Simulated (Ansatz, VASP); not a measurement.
## Al2O3: VASP beside Ansatz

Contents of INCAR:

```
SYSTEM = Al2O3
PREC = Accurate
ENCUT = 520
EDIFF = 1E-7
ISMEAR = 0
SIGMA = 0.05
LREAL = .FALSE.
LASPH = .TRUE.
NELM = 100
ALGO = Normal
ISIF = 2
LWAVE = .FALSE.
LCHARG = .TRUE.
GGA = CA
LELF = .TRUE.
LVHAR = .TRUE.
NBANDS = 20
```

KPOINTS

```
Automatic mesh
0
G
  9 9 4
  0 0 0
```

POSCAR

```
Al2O3
1.0
    3.1150709442      0.0000000000      0.0000000000
   -1.5575354721      2.6977305722      0.0000000000
    0.0000000000      0.0000000000      9.7102246384
Al O
2 3
Direct
    0.0000000000      0.0000000000      0.1499923300
    0.0000000000      0.0000000000      0.8500076700
    0.3333333333      0.6666666667      0.2223169200
    0.6666666667      0.3333333333      0.0000000000
    0.3333333333      0.6666666667      0.7776830800
```

Input for Ansatz:

```yaml
crystal:
  lattice:
    - [3.1150709442, 0.0, 0.0]
    - [-1.5575354721, 2.6977305722, 0.0]
    - [0.0, 0.0, 9.7102246384]
  atoms:
    - { symbol: Al, position: [0.0, 0.0, 0.14999233] }
    - { symbol: Al, position: [0.0, 0.0, 0.85000767] }
    - { symbol: O, position: [0.3333333333, 0.6666666667, 0.22231692] }
    - { symbol: O, position: [0.6666666667, 0.3333333333, 0.0] }
    - { symbol: O, position: [0.3333333333, 0.6666666667, 0.77768308] }
basis:
  ecutwfc: 420
kpoints:
  mp_grid: { grid: [9, 9, 4] }
hamiltonian:
  xc: lda
scf:
  occupations: { method: gaussian, width: 0.05 }
output:
  forces: true
  stress: true
  eigenvalues: true
```

Change from the starting cell: strain +0.080 along x and y, +0.040 along z, atoms carried along.

Alike in both runs: task single point; functional LDA; k mesh 9 × 9 × 4; occupations gaussian, width 0.05 eV; no spin polarisation.

|  | VASP | Ansatz |
| --- | --- | --- |
| version | VASP 6.6.1 | Ansatz 0.2.0 |
| potentials or method | VASP PAW LDA potentials, release 64 (Al, O) | scalar-relativistic, plane waves, PAW |
| plane-wave cutoff (eV) | 520 | 420 |
| valence electrons in the cell | 24 | 24 |

VASP gave:

```
gap on the k mesh at the Fermi level (eV)       : 2.91
least direct gap on the mesh (eV)               : 3.07
pressure (GPa)                                  : -24.0
largest component of the traceless stress (GPa) : 11.52
rms of the force components (eV/Å)              : 0.758
```

**Question.** Estimate Ansatz's values.

**Answer.** gap on the k mesh at the Fermi level (eV): 2.92; least direct gap on the mesh (eV): 3.08; pressure (GPa): -24.2; largest component of the traceless stress (GPa): 11.74; rms of the force components (eV/Å): 0.760.

Atom by atom the forces differ by 0.003 eV/Å (rms over components).

Caveats: so large a pressure means that the cell lies far from this level's equilibrium, or that cutoff or potentials fall short (VASP); an odd mesh through Γ misses points on the zone boundary, where band edges often lie; forces of over 1 eV/Å show positions far from the minimum, so gaps and moduli don't describe the material at rest.
